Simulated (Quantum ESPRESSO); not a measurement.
CdTe, 2 atoms in the cell. Symmetry: F-43m, No. 216, cubic system. The conventional cell has a = 6.410 Å, b = 6.410 Å, c = 6.410 Å, α = 90.00°, β = 90.00°, γ = 90.00°. Te (site symmetry -43m) is surrounded by 4 Cd at 2.78 Å. Around Cd (site symmetry -43m) lie 4 Te at 2.78 Å. 

* Program: Quantum ESPRESSO 7.5
* Task: phonons
* Functional: LDA
* Potentials or basis: GBRV 1.5 LDA
* Cutoff: 612 eV
* Density cutoff: 4898 eV
* k mesh: 4 × 4 × 4, shifted
* Occupations: fermi-dirac, width 0.05 eV
* Spin: no spin polarisation
* Target pressure: 5 GPa
* Form of the LDA correlation: PZ81
* Mixing beta: 0.5
* Most SCF iterations: 120
* SCF threshold: 4e-10 Ry

Potentials or basis: GBRV 1.5 LDA.

Command:

```console
$ OMP_NUM_THREADS=1 pw.x -in pw.in > pw.out
$ OMP_NUM_THREADS=1 pw.x -in relax.in > relax.out
$ OMP_NUM_THREADS=1 pw.x -in gamma.in > gamma.out
$ OMP_NUM_THREADS=1 pw.x -in scf2.in > scf2.out
$ OMP_NUM_THREADS=1 ph.x -in ph.in > ph.out
$ OMP_NUM_THREADS=1 dynmat.x -in dynmat.in > dynmat.out
$ OMP_NUM_THREADS=1 dynmat.x -in dynmat_lo.in > dynmat_lo.out
```

Hardware: 1 thread of Arm Neoverse V2, on a shared host.

Estimate the wall time of this run.

Run time: 3.6 min on 1 thread of Arm Neoverse V2 (shared host), peak memory 0.22 GiB. Counts: scf iterations 68, k pools 1, bands 15, ion steps 6, k points 10, g dense 51253.
